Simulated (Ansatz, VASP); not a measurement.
**HfN: VASP beside Ansatz**

```
CELL_PARAMETERS angstrom
0.00000 2.45482 2.65121
2.45482 0.00000 2.65121
2.45482 2.45482 0.00000
ATOMIC_POSITIONS crystal
Hf 0.00000 0.00000 0.00000
N 0.75000 0.75000 0.75000
```

Change from the starting cell: strain +0.000 along x and y, +0.080 along z, atoms carried along.

Alike in both runs: task single point; functional PBEsol; k mesh 16 × 16 × 16; occupations gaussian, width 0.15 eV; no spin polarisation.

|  | VASP | Ansatz |
| --- | --- | --- |
| version | VASP 6.6.1 | Ansatz 0.2.0 |
| potentials or method | VASP PAW PBE potentials, release 64 (Hf_pv, N) | scalar-relativistic, plane waves, PAW |
| plane-wave cutoff (eV) | 520 | 420 |
| valence electrons in the cell | 15 | 31 |

Ansatz gave:

| Quantity | Value |
| --- | --- |
| gap on the k mesh at the Fermi level (eV) | none |
| pressure (GPa) | -17.2 |
| largest component of the traceless stress (GPa) | 8.33 |

Task: What did VASP give for the same quantities?

Result: gap on the k mesh at the Fermi level (eV): none; pressure (GPa): -18.1; largest component of the traceless stress (GPa): 8.38.

A gap of «none» marks a metal or a gap that the smearing closes. The two sets of potentials don't hold the same shells in valence.

Caveats: so large a pressure means that the cell lies far from this level's equilibrium, or that cutoff or potentials fall short (VASP); the potentials were made for another functional, which shifts forces and pressure (VASP). The runs have no spin-orbit coupling, so splittings on Hf are missing.
